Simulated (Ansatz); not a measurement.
**PbO: the cell at several levels of theory**

The task here is to estimate one member of a computed series from the others.

The runs shown are made with Ansatz 0.2.0. PAW datasets, plane waves, zero pressure. Computed, not measured; no magnetism was allowed, and the structure may never have been made.

1 further run of the same task is left out (for a known fault of the program).

## The structure to begin with

This is the cell as the run starts from it, not yet at rest; its lengths are not the crystal's.

It is hexagonal, P6_3/mmc (No. 194); a = 3.048 Å, c = 4.968 Å in the conventional setting, 9.99 Å³ an atom. Pb has 6 O at 2.15 Å; O has 6 Pb at 2.15 Å.

Structure file:

Space group P6_3/mmc (No. 194). a = 3.048 Å, b = 3.048 Å, c = 4.968 Å, α = 90.00°, β = 90.00°, γ = 120.00°
```tsv
atom	site	symmetry	x	y	z
Pb	2a	-3m.	0.0000	0.0000	0.0000
O	2c	-6m2	0.3333	0.6667	0.2500
```

Set-up of the first run:

input.yaml reads:

```yaml
crystal:
  lattice:
    - [3.04772487, 0.0, 0.0]
    - [-1.523862435, 2.6394071612, 0.0]
    - [0.0, 0.0, 4.9677915381]
  atoms:
    - { symbol: Pb, position: [0.0, 0.0, 0.0] }
    - { symbol: Pb, position: [0.0, 0.0, 0.5] }
    - { symbol: O, position: [0.3333333333, 0.6666666667, 0.25] }
    - { symbol: O, position: [0.6666666667, 0.3333333333, 0.75] }
kpoints:
  mp_grid: { grid: [12, 12, 6] }
hamiltonian:
  xc: pbe
scf:
  occupations: { method: fermi_dirac, width: 0.02 }
relax:
  f_tol: 0.005
  cell: {}
```

Steps of the session up to this table: PBE: cell and atoms; r2SCAN: cell and atoms; Relaxing with PBEsol; Relaxing with LDA; Relaxing with HSE06.

One of the session's tables, all rows but one given; the rest of the session is left out.

It belongs to the step «The cells side by side». 

| level | a (Å) | c (Å) | volume (Å³/atom) |
| --- | --- | --- | --- |
| PBE | ? | ? | ? |
| r2SCAN | 3.566 | 6.470 | 17.818 |
| PBEsol | 3.542 | 6.428 | 17.464 |
| LDA | 3.503 | 6.370 | 16.918 |
| HSE06 | 3.573 | 6.439 | 17.802 |

**Question.** Estimate the row for PBE.

As computed: a (Å): 3.611; c (Å): 6.508; volume (Å³/atom): 18.377. In the column «a (Å)» it is the highest.

What this shows: From the start to the first minimum the volume moved by +83.9 %. LDA gives the smallest cell and PBE the largest; they differ by 8.6 % in volume, a mean of 2.8 % in length. The meshes differ: PBE 12×12×6, r2SCAN 12×12×4, PBEsol 12×12×4, LDA 12×12×4, HSE06 6×6×4.
